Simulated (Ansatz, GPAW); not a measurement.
# Geometry or basis: what sets the conductance of a Pb chain with a Cu atom bridging one bond, part 4 of 5

How well does a Pb chain with a Cu atom bridging one bond conduct once its atoms have relaxed, and how much do cheaper levels lose?

GPAW 26.7.0 and Ansatz 0.2.0; Ansatz plane waves; relaxation of the junction with the lead ends held (the session's first sound run).

So far, transmission at the Fermi level (one spin): step 3 (plane-wave reference (PBE)) 2.47; step 4 (GPAW, dzp, PBE, GPAW) 2.42; step 5 (GPAW, szp: basis = "szp(dzp)", PBE, GPAW) 2.42; step 6 (minimal basis, PBE, GPAW) 2.34.

## 7. revPBE in the dzp basis: xc = "revPBE"

Level of this step: GPAW LCAO, PAW setups; Landauer transmission from Green's functions with principal layers (ASE), zero bias (GPAW).

Back in the dzp basis, the functional changes from PBE to revPBE, to set the spread between functionals beside that between bases.

File run.py:

```python
import json
import numpy as np
from ase import Atoms
from ase.transport.calculators import TransportCalculator
from gpaw import GPAW, FermiDirac
from gpaw.lcao.tools import get_lcao_hamiltonian
from scipy.linalg import eigh

# The junction with lead layers at both ends, along the third cell vector
device = Atoms(
    ['Pb', 'Pb', 'Pb', 'Pb', 'Pb', 'Pb', 'Cu', 'Pb', 'Pb', 'Pb', 'Pb', 'Pb', 'Pb'],
    positions=[
        [4.50000, 4.50000, 1.45000],
        [4.50000, 4.50000, 4.35000],
        [4.50000, 4.50000, 7.25000],
        [4.50000, 4.50000, 10.15000],
        [5.15364, 4.44328, 13.04984],
        [3.94397, 4.51483, 15.91676],
        [6.05017, 4.34141, 17.47969],
        [3.95393, 4.51416, 19.05645],
        [5.12824, 4.43428, 21.94637],
        [4.50000, 4.50000, 24.85000],
        [4.50000, 4.50000, 27.75000],
        [4.50000, 4.50000, 30.65000],
        [4.50000, 4.50000, 33.55000]],
    cell=[[9.0, 0.0, 0.0], [0.0, 9.0, 0.0], [0.0, 0.0, 35.0]],
    pbc=True)

# One principal layer of the lead: the first 3 atoms of the device
lead = Atoms(
    ['Pb', 'Pb', 'Pb'],
    positions=[
        [4.50000, 4.50000, 1.45000],
        [4.50000, 4.50000, 4.35000],
        [4.50000, 4.50000, 7.25000]],
    cell=[[9.0, 0.0, 0.0], [0.0, 9.0, 0.0], [0.0, 0.0, 8.7]],
    pbc=True)

settings = dict(mode='lcao', basis='dzp', xc='revPBE', h=0.2,
                occupations=FermiDirac(0.1), maxiter=250,
                mixer=dict(beta=0.1, nmaxold=8, weight=100.0),
                convergence=dict(density=0.0001))
energies = np.arange(-2, 2 + 1e-9, 0.025)
eta = 0.0001
n1, n2 = 1, 1
# k and -k transmit alike, so half of the mesh across the current serves
mesh = [(i, j) for i in range(n1) for j in range(n2) if (i, j) <= (-i % n1, -j % n2)]
weights = np.array([1 if (i, j) == (-i % n1, -j % n2) else 2 for i, j in mesh]) / (n1 * n2)


def ground_state(atoms, size, txt):
    atoms.calc = GPAW(kpts={'size': size, 'gamma': True}, symmetry={'tolerance': 1e-3}, txt=txt, **settings)
    atoms.get_potential_energy()
    return atoms.calc.get_fermi_level()


def blocks(atoms, fermi, points, nz, cells):
    """H - E_F S and S between cell 0 and the cells above it, at each point across the current."""
    kz = np.arange(nz) / nz
    calc = atoms.calc.fixed_density(kpts=[(*k, z) for k in points for z in kz], symmetry='off', txt=None)
    H, S = get_lcao_hamiltonian(calc)
    H = (H - fermi * S).reshape(len(H), len(points), nz, *S.shape[1:])
    S = S.reshape(H.shape[1:])
    phases = [np.exp(-2j * np.pi * kz * R) / nz for R in cells]
    return [(np.einsum('skzij,z->ksij', H, p), np.einsum('kzij,z->kij', S, p)) for p in phases]


def pair(a, b):
    return np.block([[a, b], [b.T.conj(), a]])


def count_channels(h, s, cells, nk=240):
    """Half the number of times that the lead's bands cross each energy, unfolded to its shortest repeat."""
    b = len(h) // cells
    bands = []
    for k in (np.arange(nk + 1) + 0.5) / nk:
        hk, sk = h[:b, :b].copy(), s[:b, :b].copy()
        for R in range(1, cells):
            phase, block = np.exp(2j * np.pi * k * R), slice(R * b, (R + 1) * b)
            hk += h[:b, block] * phase + (h[:b, block] * phase).T.conj()
            sk += s[:b, block] * phase + (s[:b, block] * phase).T.conj()
        w, u = eigh(sk)
        x = u[:, w > 1e-5] / w[w > 1e-5]**0.5  # drop near-dependent combinations
        bands.append(np.r_[eigh(x.T.conj() @ hk @ x, eigvals_only=True), [1e9] * (w <= 1e-5).sum()])
    below = np.array(bands)[:, :, None] < energies
    return (below[1:] != below[:-1]).sum((0, 1)) / 2


fermi_lead = ground_state(lead, (1, 1, 13), 'lead.txt')
fermi_device = ground_state(device, (1, 1, 2), 'device.txt')
T, channels, eigen, tail, misfit, shifts = [], [], [], 0.0, 0.0, []
for first in range(0, len(mesh), 657):
    points = [(i / n1, j / n2) for i, j in mesh[first:first + 657]]
    (H0k, S0k), (H1k, S1k), (H2k, _) = blocks(lead, fermi_lead, points, 5, range(3))
    [(Hk, Sk)] = blocks(device, fermi_device, points, 2, [0])
    tail = max(tail, abs(H2k).max())
    for H0, S0, H1, S1, H, S in zip(H0k, S0k, H1k, S1k, Hk, Sk):
        n = len(S0)
        # Shift the lead onto the potential of the device's first layer
        shift = ((H[:, 0, 0] - H0[:, 0, 0]) / S0[0, 0]).real.mean()
        shifts.append(shift)
        misfit = max(misfit, abs(H[:, :n, :n] - H0 - shift * S0).max())
        Tk, Ck, Ek = [], [], []
        for s in range(len(H)):
            t = s % len(H0)  # a lead without moments serves both spins
            h1, s1 = pair(H0[t] + shift * S0, H1[t] + shift * S1), pair(S0, S1)
            leads = dict(h1=h1, s1=s1, energies=energies, eta=eta, eta1=eta, eta2=eta)
            calc = TransportCalculator(h=H[s], s=S, eigenchannels=3, **leads)
            Tk.append(calc.get_transmission())
            Ek.append(np.sort(calc.eigenchannels_ne, axis=0)[::-1])
            Ck.append(count_channels(h1, s1, 6))
        T.append(Tk)
        channels.append(Ck)
        eigen.append(Ek)
T, channels = np.array(T), np.array(channels)
mean, open_channels = np.einsum('kse,k->se', T, weights), np.einsum('kse,k->se', channels, weights)

print(f'basis functions: device {len(S)}, principal layer {n}')
print(f'Fermi level: lead {fermi_lead:.4f} eV, device {fermi_device:.4f} eV; lead shifted by {np.mean(shifts):.4f} eV')
print(f'largest coupling past the next layer {tail:.2e} eV, largest misfit of the first layer {misfit:.3f} eV')
print('  E-E_F (eV)   ' + 'T (one spin)  channels')
for e, t, c in zip(energies, mean.T, open_channels.T):
    print(f'{e:10.3f}  ', *[f'{x:11.4e}' for x in t], *[f'{x:9.4f}' for x in c])

kT = 8.617333e-5 * 300
fine = np.linspace(energies[0], energies[-1], 4001)
both = np.exp(np.interp(fine, energies, np.log(np.maximum(mean.sum(0) * 2 / len(mean), 1e-30))))
fermi = lambda mu: 1 / (1 + np.exp(np.clip((fine - mu) / kT, -200, 200)))
slope = fermi(0) * (1 - fermi(0)) / kT
G = np.trapezoid(both * slope, fine) / 2
seebeck = -np.trapezoid(both * slope * fine, fine) / (2 * G * 300) * 1e6
print(f'conductance at 300 K: {G:.5g} G0 a cell; thermopower {seebeck:.4g} uV/K')
bias = [0.1, 0.2, 0.5, 1.0, 1.5, 2.0]
current = [38.74 * np.trapezoid(both * (fermi(V / 2) - fermi(-V / 2)), fine) for V in bias]
for V, I in zip(bias, current):
    print(f'current from the zero-bias T(E) at {V} V: {I:.5g} uA')
zero = abs(energies).argmin()
json.dump(dict(energies=energies.tolist(), T=mean.tolist(), channels=open_channels.tolist(), G=G, seebeck=seebeck,
               bias=bias, current=current, tail=tail, misfit=misfit, shift=np.mean(shifts), n_device=len(S), n_lead=n,
               fermi=[fermi_lead, fermi_device], energy=device.get_potential_energy(),
               moments=device.get_magnetic_moments().tolist(), mesh=mesh, weights=weights.tolist(),
               T_k=T[:, :, zero].tolist(), eigen=np.array(eigen[0]).tolist()), open('result.json', 'w'))
```

Run with:

```sh
OMP_NUM_THREADS=1 OPENBLAS_NUM_THREADS=1 python run.py
```

Numbers of over 12 decimals in the logs are rounded to 6 here.

Output:

```text
basis functions: device 291, principal layer 69
Fermi level: lead -2.4495 eV, device -2.2882 eV; lead shifted by 0.0084 eV
largest coupling past the next layer 2.73e-08 eV, largest misfit of the first layer 0.025 eV
  E-E_F (eV)   T (one spin)  [channel counts left out]
    -2.000    4.4862e-02
    -1.975    5.9553e-02
    -1.950    7.8108e-02
[...]
1.975    1.7659e+00
     2.000    1.7287e+00
conductance at 300 K: 2.407 G0 a cell; thermopower -3.031 uV/K
current from the zero-bias T(E) at 0.1 V: 18.651 uA
current from the zero-bias T(E) at 0.2 V: 37.312 uA
current from the zero-bias T(E) at 0.5 V: 93.413 uA
current from the zero-bias T(E) at 1.0 V: 186.76 uA
current from the zero-bias T(E) at 1.5 V: 267.69 uA
current from the zero-bias T(E) at 2.0 V: 341.39 uA
```

Wall time 76 s (1 thread of Arm Neoverse V1, shared host); peak memory 1.2 GiB.

Numbers from this step:

```yaml
conductance: 2.407 G₀
thermopower: -3.031 μV/K
largest_coupling_past_the_next_principal_layer: 2.73e-8 eV
largest_misfit_of_the_first_principal_layer: 0.02467 eV
shift_that_aligns_the_lead: 0.008358 eV
basis_functions_of_the_junction: 291
basis_functions_of_a_principal_layer: 69
transmission_at_the_fermi_level_one_spin: 2.407
```

One spin. Transmission, zone mean against energy, zero at the Fermi level:

```
energy (eV)  transmission, zone mean
     -2.000                   0.0449
     -1.900                    0.144
     -1.850                    0.457
     -1.800                   0.0866
     -1.700                    0.208
     -1.600                    0.324
     -1.500                    0.452
     -1.400                    0.590
     -1.300                    0.727
     -1.200                    0.850
     -1.100                    0.942
     -1.000                    0.992
     -0.900                    0.993
     -0.800                    0.944
     -0.700                    0.818
     -0.600                     1.44
     -0.500                     1.93
     -0.400                     2.09
     -0.300                     2.16
     -0.200                     2.22
     -0.100                     2.31
      0.000                     2.41
      0.100                     2.51
      0.200                     2.61
      0.300                     2.69
      0.400                     2.76
      0.500                     2.81
      0.600                     2.84
      0.700                     2.86
      0.750                     2.86
      0.800                     2.86
      0.900                     2.84
      1.000                     2.79
      1.100                     2.73
      1.200                     2.66
      1.300                     2.59
      1.400                     2.52
      1.500                     2.48
      1.600                     2.62
      1.625                     2.83
      1.700                     1.97
      1.800                     1.98
      1.900                     1.87
      2.000                     1.73
```

The conductance, 2.41 G₀, lies 0.6 % below that of the dzp run.

## 8. The structure as built: geometry = "as built"

The dzp basis with PBE on the structure as first built shows what the relaxation was worth.

Changes to run.py since step 7:

```diff
@@ -16,7 +16,7 @@
         [4.50000, 4.50000, 10.15000],
-        [5.15364, 4.44328, 13.04984],
-        [3.94397, 4.51483, 15.91676],
-        [6.05017, 4.34141, 17.47969],
-        [3.95393, 4.51416, 19.05645],
-        [5.12824, 4.43428, 21.94637],
+        [4.50000, 4.50000, 13.05000],
+        [4.50000, 4.50000, 15.95000],
+        [6.53906, 4.50000, 17.50000],
+        [4.50000, 4.50000, 19.05000],
+        [4.50000, 4.50000, 21.95000],
         [4.50000, 4.50000, 24.85000],
@@ -38,3 +38,3 @@
 
-settings = dict(mode='lcao', basis='dzp', xc='revPBE', h=0.2,
+settings = dict(mode='lcao', basis='dzp', xc='PBE', h=0.2,
                 occupations=FermiDirac(0.1), maxiter=250,
```

Output:

```text
basis functions: device 291, principal layer 69
Fermi level: lead -2.5493 eV, device -2.4514 eV; lead shifted by 0.0405 eV
largest coupling past the next layer 2.76e-08 eV, largest misfit of the first layer 0.032 eV
  E-E_F (eV)   T (one spin)  [channel counts left out]
    -2.000    2.9597e-02
    -1.975    1.1976e-01
    -1.950    3.2643e-01
[...]
1.975    2.5267e+00
     2.000    2.4538e+00
conductance at 300 K: 2.7159 G0 a cell; thermopower -1.02 uV/K
current from the zero-bias T(E) at 0.1 V: 21.043 uA
current from the zero-bias T(E) at 0.2 V: 42.056 uA
current from the zero-bias T(E) at 0.5 V: 104.63 uA
current from the zero-bias T(E) at 1.0 V: 205.93 uA
current from the zero-bias T(E) at 1.5 V: 293.83 uA
current from the zero-bias T(E) at 2.0 V: 368.47 uA
```

It took 67 s on 1 thread; peak memory 1.2 GiB.

Numbers from this step:

* conductance: 2.716 G₀
* largest coupling past the next principal layer: 2.76e-8 eV
* largest misfit of the first principal layer: 0.03241 eV
* shift that aligns the lead: 0.04053 eV
* transmission at the Fermi level (one spin): 2.715

The conductance, 2.72 G₀, lies 12 % above that of the dzp run.

## 9. Cost and result by level

Times are wall times on the hardware named with each run. The series side by side:

```
no.         run  conductance (G₀)     time  memory (GiB)
  1      pw PBE             2.465  1.7 min           3.6
  2         dzp             2.422     76 s           1.2
  3         szp             2.416     53 s           1.2
  4          sz             2.342     35 s           1.1
  5  dzp revPBE             2.407     76 s           1.2
  6     asbuilt             2.716     67 s           1.2
```

## 10. The levels side by side

The curves are compared point by point over the common energies.

This step: comparison of transmission and cost over codes, levels and geometry (GPAW 26.7.0).

Ladder, by row:

```
      step    code  T at the Fermi level (sum over the listed spins)  conductance (G0)  r.m.s. T(E) from the first  wall time (s)  peak memory (GiB)  threads
    pw-pbe  Ansatz                                             2.465             2.465                           0          103.4              3.614        4
       dzp    GPAW                                             2.421             2.422                      0.1085          75.98               1.18        1
       szp    GPAW                                             2.416             2.416                      0.1369          53.05               1.16        1
        sz    GPAW                                             2.342             2.342                      0.1613          34.64               1.06        1
dzp-revPBE    GPAW                                             2.407             2.407                      0.1125          75.89               1.18        1
   asbuilt    GPAW                                             2.715             2.716                      0.3773          66.95               1.18        1
```

The transmission, zone mean, sum over the listed spins by energy, zero at the Fermi level:

```
energy (eV)  pw-pbe     dzp     szp     sz  dzp-revPBE  asbuilt
     -2.000  0.0567  0.0379  0.0267  0.126      0.0449   0.0296
     -1.975  0.0728  0.0509  0.0380  0.640      0.0596    0.120
     -1.850   0.954   0.574   0.359  0.144       0.457    0.903
     -1.800  0.0567  0.0763  0.0476  0.193      0.0866    0.646
     -1.600   0.300   0.316   0.298  0.422       0.324   0.0501
     -1.400   0.558   0.584   0.573  0.686       0.590    0.224
     -1.200   0.826   0.847   0.840  0.908       0.850    0.694
     -1.000   0.989   0.992   0.988  0.999       0.992    0.884
     -0.800   0.946   0.945   0.959  0.910       0.944    0.951
     -0.600    1.54    1.43    1.42   1.61        1.44     1.96
     -0.400    2.11    2.10    2.09   2.09        2.09     2.41
     -0.200    2.25    2.23    2.23   2.20        2.22     2.60
      0.000    2.47    2.42    2.42   2.34        2.41     2.71
      0.200    2.67    2.62    2.61   2.50        2.61     2.78
      0.400    2.81    2.76    2.75   2.64        2.76     2.81
      0.600    2.87    2.84    2.83   2.74        2.84     2.85
      0.650    2.87    2.86    2.84   2.76        2.85     2.87
      0.775    2.86    2.86    2.86   2.80        2.86     2.90
      0.800    2.85    2.86    2.86   2.81        2.86     2.91
      0.975    2.77    2.81    2.81   2.83        2.81     2.94
      1.000    2.76    2.80    2.80   2.83        2.79     2.95
      1.200    2.61    2.67    2.68   2.78        2.66     2.96
      1.375    2.81    2.54    2.54   2.66        2.54     2.96
      1.400    2.17    2.53    2.52   2.64        2.52     2.96
      1.600    2.24    2.68    2.39   2.46        2.62     2.94
      1.625    2.22    2.92    2.37   2.43        2.83     2.93
      1.800    2.07    1.99    2.34   2.24        1.98     2.85
      2.000    1.81    1.74    1.68   2.15        1.73     2.45
```

(Continued in part 5 of 5.)

[Logs are printed without paths, hosts, clocks, repeated set-up lines and the standing remarks that a program may print on its own settings, such as how far it seeks lower states.]

[Hosts, paths, dates, database ids (printed as entryN), source tags and the programs' standing remarks are cut or masked in the printed files.]
